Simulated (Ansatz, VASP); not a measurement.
# Cross-check of SbAs between VASP and Ansatz

One calculation is typed for both programs; each brings its own data sets and cutoff. How far apart do they land? The cell is taken from a series of VASP runs on this material, whose earlier steps may have relaxed, scaled or displaced it; both programs get it as it stands.

Method: plane waves, with VASP 6.6.1 beside it; relaxation of cell and atoms at PBEsol and relaxation of cell and atoms at PBEsol, spin-orbit coupling, in Ansatz 0.2.0.

## Step 1: Set-up

Symmetry: R3m, No. 160, trigonal system. Conventional cell: a = 4.061 Å, b = 4.061 Å, c = 10.501 Å, α = 90.00°, β = 90.00°, γ = 120.00°. Nearest to Sb lie 6 As at 2.74 to 3.13 Å. Nearest to As lie 6 Sb at 2.74 to 3.13 Å. Farther neighbours are not listed.

## Step 2: Ansatz: relaxation of cell and atoms, PBEsol

Ansatz runs on its default PAW (the set named soft_2) files.

The relaxed volume is the usual yardstick between codes: its relative difference is about their pressure difference at one cell divided by the bulk modulus.

The input, input.yaml:

```yaml
crystal:
  lattice:
    - [2.0305588057, 1.1723436731, 3.5002471791]
    - [-2.0305588057, 1.1723436731, 3.5002471791]
    - [0.0, -2.344687346, 3.5002471791]
  atoms:
    - { symbol: Sb, position: [0.7656552609, 0.7656552609, 0.7656552609] }
    - { symbol: As, position: [0.2343467391, 0.2343467391, 0.2343467391] }
hamiltonian:
  xc: pbesol
  pseudopotentials: { kind: paw }
kpoints:
  mp_grid: { grid: [14, 14, 14] }
scf:
  occupations: { method: methfessel_paxton, width: 0.15 }
relax:
  f_tol: 0.01
  max_steps: 60
  cell: { stress_tol: 0.05 }
output:
  forces: true
  stress: true
```

Run with:

```console
> ansatz run input.yaml --threads 4 --pin off --max-ram 9216MiB --backend cpu --events-out ev --progress --plain --runs-dir out
```

Numbers of over 12 decimals in the logs are rounded to 6 here.

The log of the run:

```text
Engine: ansatz 0.2.0, aarch64-unknown-linux-gnu
Pseudopotentials: kind: paw
Pseudopotential: Sb, paw, valence charge 15, recommended cutoff 420 eV (normal), Sb.paw.azcp
Pseudopotential: As, paw, valence charge 15, recommended cutoff 420 eV (normal), As.paw.azcp
Functional definition: PBEsol
  exchange = pbesol_x
  correlation = pbesol_c
Crystal: 2 atoms, lattice volume = 49.994 Å³
Basis set: ecut = 420 eV, 965 PW (Γ), exchange–correlation on 60×60×60 points (8 copies of the dense FFT grid, shifted against one another)
Bands: 19, of which v1, the nominal top of the filled ones, is band 15 counted from 1 (14 counted from 0)
Symmetry: 6 space group operations
Space group: R3m (ITA 160), of the structure as read, at distance tolerance 3.7e-5 Å
k-points: 288 of 2744 (time reversal used)
Non-local potential: Sb, projectors of the file, l = 0: 2, l = 1: 2, l = 2: 2, l = 3: 2
Non-local potential: As, projectors of the file, l = 0: 2, l = 1: 2, l = 2: 3, l = 3: 1
PAW form: soft (Blöchl's): semilocal exchange-correlation on the pseudo side does not see the compensation charge
PAW frozen core: Sb, regenerated for the run's functional, and the local potential with it (the file was generated under x = pbe(κ = 0.804, μ = 0.219515), c = pbe(β = 0.066725))
PAW frozen core: As, regenerated for the run's functional, and the local potential with it (the file was generated under x = pbe(κ = 0.804, μ = 0.219515), c = pbe(β = 0.066725))
PAW one-centre angular grid: Sb, 590 points (default); XC on 64 Gauss nodes
PAW one-centre angular grid: As, 590 points (default); XC on 64 Gauss nodes
Initial density: superposition of atomic densities (neutral atoms: chi_scale 0, normalization atom), corrected by the library's trained network
Initial wavefunctions: pseudopotential atomic-orbital guess
Functional: x = pbesol(κ = 0.804, μ = 0.123457), c = pbesol(β = 0.046)
SCF iter   1: F=—  HF=-11221.130669 eV  |F-HF|=—  |Δ(HF+E_count)|=         —  Δρ=3.35e-3  dr2=9.17e-3  ethr=1.77e-3  ⟨swp⟩=5.3  Hψ=26212  notcnv=0
preconditioner: auto → none  [insulator: Δε(μ)=0.158 eV  Ē_g=9.425 eV  σ=0.150 eV  W_gap=0.55  n_scr=14 (ndim 8)  ℏωp=16.6 eV  f_vac=0.002  D(μ)=0.10/eV (n_scr^D=0)  ε∞_Penn≈4.1]
SCF iter   2: F=—  HF=-11221.127219 eV  |F-HF|=—  |Δ(HF+E_count)|=   3.45e-3  S|Δr|=    0.00e0  Δρ=1.63e-3  dr2=1.88e-3  ethr=3.06e-5  ⟨swp⟩=2.5  Hψ=11491  notcnv=0
SCF iter   3: F=—  HF=-11221.126839 eV  |F-HF|=—  |Δ(HF+E_count)|=   3.80e-4  S|Δr|=    0.00e0  Δρ=5.36e-4  dr2=2.52e-4  ethr=6.25e-6  ⟨swp⟩=2.5  Hψ=8284  notcnv=0
SCF iter   4: F=—  HF=-11221.126780 eV  |F-HF|=—  |Δ(HF+E_count)|=   5.85e-5  S|Δr|=    0.00e0  Δρ=1.36e-4  dr2=9.06e-6  ethr=8.39e-7  ⟨swp⟩=2.8  Hψ=8123  notcnv=0
SCF iter   5: F=—  HF=-11221.126782 eV  |F-HF|=—  |Δ(HF+E_count)|=   2.01e-6  S|Δr|=    0.00e0  Δρ=3.54e-5  dr2=2.56e-7  ethr=3.02e-8  ⟨swp⟩=2.0  Hψ=8353  notcnv=0
SCF iter   6: F=-11221.126783 eV  HF=-11221.126783 eV  |F-HF|=8.38e-8  |Δ(HF+E_count)|=   3.60e-7  S|Δr|=    0.00e0  Δρ=1.44e-5  dr2=3.53e-8  ethr=3.33e-10  ⟨swp⟩=4.8  Hψ=18638  notcnv=0
SCF 1 converged in 6 iterations: F = -11221.126783 eV  dr2 = 3.53e-8
  greatest PAW one-centre occupation: 0.999 electrons in one spin orbital (limit 2), on the As atom at site 1 (counted from 0), in its partial waves of l = 2
relax step   1: F+E_penalty+E_count = -11221.12678285 eV  Δ(F+E_penalty+E_count) = +0.000e0 eV  max|allowed force component| = 5.432e-2 eV/Å  Δτ_max = 0.0000 Å  P = -0.210 GPa  Ω = 49.994 Å³  (6 SCF iters, dr2 threshold 1.00e-7 eV, accepted)
[...]
relax step   2: F+E_penalty+E_count = -11221.12691096 eV  Δ(F+E_penalty+E_count) = -1.281e-4 eV  max|allowed force component| = 4.673e-2 eV/Å  Δτ_max = 0.0091 Å  P = +0.238 GPa  Ω = 49.886 Å³  energy of the carried Pulay correction = +2.243e-5 eV  (4 SCF iters, dr2 threshold 1.84e-7 eV, accepted)
[...]
relax step   3: F+E_penalty+E_count = -11221.12715671 eV  Δ(F+E_penalty+E_count) = -2.457e-4 eV  max|allowed force component| = 1.343e-3 eV/Å  Δτ_max = 0.0034 Å  P = +0.020 GPa  Ω = 49.973 Å³  energy of the carried Pulay correction = +4.332e-6 eV  (4 SCF iters, dr2 threshold 2.00e-7 eV, accepted)
[...]
relax step   4: F+E_penalty+E_count = -11221.12715163 eV  Δ(F+E_penalty+E_count) = +5.075e-6 eV  max|allowed force component| = 1.322e-3 eV/Å  Δτ_max = 0.0000 Å  P = +0.020 GPa  Ω = 49.973 Å³  stress off target by 4.23e-2 GPa  SCF on the basis re-selected at this cell (its energy is not comparable with the rows above)  (4 SCF iters)
basis re-selected at this cell: Δ(F+E_penalty+E_count) = +5.075e-6 eV, ΔP = +0.000 GPa vs the last step (what re-selecting the basis moved, of the pressure what is left beyond the Pulay correction that the steps carried, after the strain that the cell walked since its last selection, with what the two solves' SCF thresholds leave and, on support functions, any second-order correction that the steps lacked; it is no m [...]
SCF converged after 4 iterations
Stability not checked: this state was not tested for a lower state beside it, because cold or Methfessel-Paxton smearing, or corrected tetrahedra, fill the levels in a way that the test cannot read (fill_not_monotonic; see scf.lower_state_search)
Free energy (F): -11221.127152 eV
Harris-Foulkes:  -11221.127152 eV  (|F-HF|=0.00e0)
Internal energy: -11221.127749 eV  (E = F + TS)
E sigma→0 (E₀):  -11221.127301 eV
Entropy (-TS):   0.000597 eV (0.298 meV/atom)
Fermi energy:    10.638060 eV
--- Per-component energies (eV) ---
  E_band       = -392.393841
  E_kinetic    = 310.289550
  E_local      = -3224.492722  (includes V_loc(G=0)·N_el)
  E_nonlocal   = -304.488910
  E_hartree    = 1632.043448
  E_xc         = -216.480670
  E_vxc        = -176.205714  (∫ρ·V_xc dr)
  E_paw        = -6291.824484  (= ΣΔE_a)
  E_vpaw       = -261.582982  (= ΣTr[D̂ρ^β])
  E_aug_tail   = 0.000006  (compensation charges beyond the density's cutoff)
  E_ewald      = -3127.472252
  E_core_change = 1.298286  (= ΣΔE_core)
  E_smearing   = 0.000597  (= −TS)
  E_closure    = 0.000000  (closes the sum)
  Σ components = -11221.127152   (vs F -11221.127152, Δ=0.00e0)
--- Forces (eV/Å), atoms counted from 1 ---
  atom   1  Sb     0.00000000     0.00000000     0.00132194
  atom   2  As     0.00000000    -0.00000000    -0.00132185
  max |Σ_I F_I| component: 9.22e-8 eV/Å
--- Stress (GPa, compression-positive) ---
        0.009539      -0.000000      -0.000000
       -0.000000       0.009539       0.000000
       -0.000000       0.000000       0.042292
  P = ⅓ Tr σ = 0.0205 GPa (0.205 kbar)
--- Relaxed structure (3 steps of the walk, 3 accepted, 1 SCFs on fresh bases) ---
  F+E_penalty+E_count = -11221.12715163 eV   max|allowed force component| = 1.322e-3 eV/Å   (the final SCF, on the basis selected at the relaxed cell)
  cell:  # Å, volume = 49.9734 Å³
    - [2.028251, 1.171011, 3.506750]
    - [-2.028251, 1.171011, 3.506750]
    - [1.9721332940798196e-19, -2.342023, 3.506750]
  atoms:
    - { symbol: Sb, position: [0.766195, 0.766195, 0.766195] }
    - { symbol: As, position: [0.233807, 0.233807, 0.233807] }
```

Run time: 15 s. Hardware: 4 threads of Arm Neoverse V2, shared host; peak memory 0.61 GiB; 57 s of CPU time.

## Step 3: VASP: relaxation of cell and atoms, PBEsol

The same cell, functional, mesh and smearing now go to VASP, with its own data sets and cutoff.

Lines of VASP's logs that name or quote its potential files are left out, and so is its time.

The input, INCAR:

```
SYSTEM = SbAs
PREC = Accurate
ENCUT = 450
EDIFF = 1E-06
NELM = 100
ISMEAR = 1
SIGMA = 0.15
LREAL = .FALSE.
ALGO = Normal
GGA = PS
NBANDS = 11
LORBIT = 11
LWAVE = .FALSE.
LCHARG = .FALSE.
KPAR = 4
IBRION = 2
NSW = 50
ISIF = 3
EDIFFG = -0.004
```

The input, POSCAR:

```
SbAs
1.0
    2.0305588057      1.1723436731      3.5002471791
   -2.0305588057      1.1723436731      3.5002471791
    0.0000000000     -2.3446873460      3.5002471791
Sb As
1 1
Direct
    0.7656552609      0.7656552609      0.7656552609
    0.2343467391      0.2343467391      0.2343467391
```

The input, KPOINTS:

```
Automatic mesh
0
Gamma
14 14 14
0 0 0
```

PAW data sets: Sb and As (PBE family, release 64).

Run with:

```console
> mpirun -np 4 vasp_std
```

The log of the run:

```text
[banner, memory and clock lines left out]
running    4 mpi-ranks, on    1 nodes
 distrk:  each k-point on    1 cores,    4 groups
 distr:  one band on    1 cores,    1 groups

 POSCAR found type information on POSCAR SbAs
 POSCAR found :  2 types and       2 ions
|                                                                             |
|               ----> ADVICE to this user running VASP <----                  |
|                                                                             |
|     You enforced a specific xc type in the INCAR file but a different       |
|     [... a line on the potential file left out ...]
|     I HOPE YOU KNOW WHAT YOU ARE DOING!                                     |
|                                                                             |

 LDA part: xc-table for (Slater+PW92), standard interpolation
 POSCAR, INCAR and KPOINTS ok, starting setup
 FFT: planning ... GRIDC
 FFT: planning ... GRID_SOFT
 FFT: planning ... GRID
 WAVECAR not read
 entering main loop
       N       E                     dE             d eps       ncg     rms          rms(c)
DAV:   1     0.299397302151E+02    0.29940E+02   -0.35662E+03  6336   0.655E+02
DAV:   2    -0.796978291027E+01   -0.37910E+02   -0.36568E+02  8666   0.110E+02
DAV:   3    -0.974816848529E+01   -0.17784E+01   -0.17648E+01  7604   0.267E+01
DAV:   4    -0.976213534809E+01   -0.13967E-01   -0.13963E-01  7255   0.275E+00
DAV:   5    -0.976225321919E+01   -0.11787E-03   -0.11787E-03  7395   0.278E-01    0.310E+00
DAV:   6    -0.969657256340E+01    0.65681E-01   -0.22572E-01  6699   0.164E+00    0.188E+00
DAV:   7    -0.969098164048E+01    0.55909E-02   -0.28739E-02  7440   0.843E-01    0.664E-01
DAV:   8    -0.968957874114E+01    0.14029E-02   -0.34612E-03  6777   0.283E-01    0.814E-02
DAV:   9    -0.968955832006E+01    0.20421E-04   -0.52294E-04  6981   0.121E-01    0.455E-02
DAV:  10    -0.968955902140E+01   -0.70134E-06   -0.25990E-05  7500   0.329E-02    0.214E-02
DAV:  11    -0.968955836868E+01    0.65272E-06   -0.14322E-05  6900   0.156E-02    0.363E-03
DAV:  12    -0.968955816759E+01    0.20109E-06   -0.10326E-06  3714   0.632E-03
   1 F= -.96895582E+01 E0= -.96897661E+01  d E =-.968956E+01
 curvature:   0.00 expect dE= 0.000E+00 dE for cont linesearch  0.000E+00
 trial: gam= 0.00000 g(F)=  0.123E-05 g(S)=  0.356E-06 ort = 0.000E+00 (trialstep = 0.100E+01)
 search vector abs. value=  0.158E-05
 reached required accuracy - stopping structural energy minimisation
```

Parts of OUTCAR (step 3):

```text
ion  position               nearest neighbor table
   1  0.766  0.766  0.766-   2 2.74   2 2.74   2 2.74   2 3.13   2 3.13   2 3.13
   2  0.234  0.234  0.234-   1 2.74   1 2.74   1 2.74   1 3.13   1 3.13   1 3.13

  LATTYP: Found a trigonal (rhomboedric) cell.
 ALAT       =     4.2129905134
 COS(alpha) =     0.5353989618

 Subroutine GETGRP returns: Found  6 space group operations
 (whereof  6 operations were pure point group operations)

The static configuration has the point symmetry C_3v.

 Found    288 irreducible k-points:

   k-points           NKPTS =    288   k-points in BZ     NKDIM =    288   number of bands    NBANDS=     11

   dimension x,y,z NGX =    30 NGY =   30 NGZ =   30
   dimension x,y,z NGXF=    60 NGYF=   60 NGZF=   60

   ENCUT  =  450.0 eV  33.07 Ry    5.75 a.u.   7.29  7.29  7.29*2*pi/ulx,y,z

   NELECT =      10.0000    total number of electrons

 k-points in reciprocal lattice and weights: Automatic mesh
   0.00000000  0.00000000  0.00000000       0.000
   0.07142857  0.00000000  0.00000000       0.002
   0.14285714 -0.00000000 -0.00000000       0.002
   0.21428571  0.00000000  0.00000000       0.002
   0.28571429  0.00000000 -0.00000000       0.002
   0.35714286  0.00000000 -0.00000000       0.002
   0.42857143  0.00000000  0.00000000       0.002
   0.50000000  0.00000000  0.00000000       0.001
   0.07142857  0.07142857  0.00000000       0.002
[...]
-0.42857143  0.50000000  0.42857143       0.002
   0.50000000  0.50000000  0.50000000       0.000

 average (electrostatic) potential at core
       1 -86.2652       2 -48.1534

 E-fermi :   6.6554

 k-point     1 :       0.0000    0.0000    0.0000
  band No.  band energies     occupation
      1      -7.2003      2.00000
      2       1.5552      2.00000
      3       4.5536      2.00000
      4       4.7562      2.00000
      5       4.7562      2.00000
      6       9.1769     -0.00000
      7       9.8600      0.00000
      8       9.8600      0.00000
      9      12.2898      0.00000
     10      12.2898      0.00000
    ...

 k-point     2 :       0.0714    0.0000    0.0000
  band No.  band energies     occupation
      1      -7.1391      2.00000
      2       1.2697      2.00000
      3       4.5757      2.00000
      4       4.7424      2.00000
      5       4.8734      2.00000
      6       9.1315     -0.00000
      7       9.6746      0.00000
      8       9.6920      0.00000
      9      12.0001      0.00000
     10      12.2885      0.00000
    ...

 k-point     3 :       0.1429   -0.0000   -0.0000
  band No.  band energies     occupation
      1      -6.9565      2.00000
      2       0.5676      2.00000
      3       4.5806      2.00000
      4       4.7082      2.00000
      5       5.1572      2.00000
      6       8.9017     -0.00000
      7       9.2146     -0.00000
      8       9.2415     -0.00000
      9      11.7148      0.00000
     10      12.2990      0.00000
    ...

  Total       -0.0026058     -0.0026058      0.0010841     -0.0000000      0.0000000      0.0000000
  in kB       -0.0835091     -0.0835091      0.0347420     -0.0000000      0.0000000      0.0000000
  external PRESSURE =      -0.0440920 kB  Pullay stress =       0.0000000 kB

  energy-cutoff  :      450.00
  volume of cell :       49.99
      direct lattice vectors                 reciprocal lattice vectors
     2.030558806  1.172343673  3.500247179     0.246237636  0.142165365  0.095231370
    -2.030558806  1.172343673  3.500247179    -0.246237636  0.142165365  0.095231370
     0.000000000 -2.344687346  3.500247179     0.000000000 -0.284330731  0.095231370

 POSITION                                       TOTAL-FORCE (eV/Angst)
 -----------------------------------------------------------------------------------
      0.00000      0.00000      8.03995         0.000000      0.000000      0.003568
      0.00000      0.00000      2.46081         0.000000     -0.000000     -0.003568
 -----------------------------------------------------------------------------------
    total drift:                                0.000000     -0.000000     -0.000072

  FREE ENERGIE OF THE ION-ELECTRON SYSTEM (eV)
  ---------------------------------------------------
  free  energy   TOTEN  =        -9.6895581676 eV

  energy  without entropy=       -9.6901819954  energy(sigma->0) =       -9.68976611

 reached required accuracy - stopping structural energy minimisation

 total charge
# of ion       s       p       d       tot
------------------------------------------
    1        1.230   1.095   0.046   2.371
    2        1.292   1.382   0.038   2.713
--------------------------------------------------
tot          2.522   2.477   0.084   5.084

[... 3 further parts left out ...]
```

The run keeps the 6 symmetry operations of its start, so it cannot find a distortion of lower symmetry.

## Step 4: Comparison

Known differences besides the potentials themselves: both relaxations stop at a tolerance, which leaves soft axes loose, and VASP keeps its plane-wave basis; the data sets hold 30 valence electrons in Ansatz (default PAW (the set named soft_2) files) and 10 in VASP; the cutoff is 420 eV in Ansatz and 450 eV in VASP; Ansatz makes its cores anew for this functional, VASP keeps those of its PBE data sets; VASP leaves aspherical gradient terms in its spheres out (LASPH is not set), Ansatz keeps them; Ansatz adds a Pulay correction to the stress that steers its cell, VASP none. Total energies have different zeros and are not compared.

Compared:

| quantity | Ansatz | VASP | difference |
| --- | --- | --- | --- |
| volume (Å³) | 49.97 | 49.99 | -0.04 % |
| edge a after relaxation, in the typed setting (Å) | 4.217 | 4.213 | +0.09 % |

The walks stopped with 0.02 GPa left in Ansatz and 0.00 GPa in VASP; each walk ends within a tolerance, so the volume difference is uncertain by about these residues over the bulk modulus, most in soft cells.

(Continued in part 2 of 2.)

[Lines on the potential files, build, host, timing and source positions are cut from VASP's logs without a mark.]

[Logs are printed without paths, hosts, clocks, repeated set-up lines and the standing remarks that a program may print on its own settings, such as how far it seeks lower states.]

[Hosts, paths, dates, database ids (printed as entryN), source tags and the programs' standing remarks are cut or masked in the printed files.]
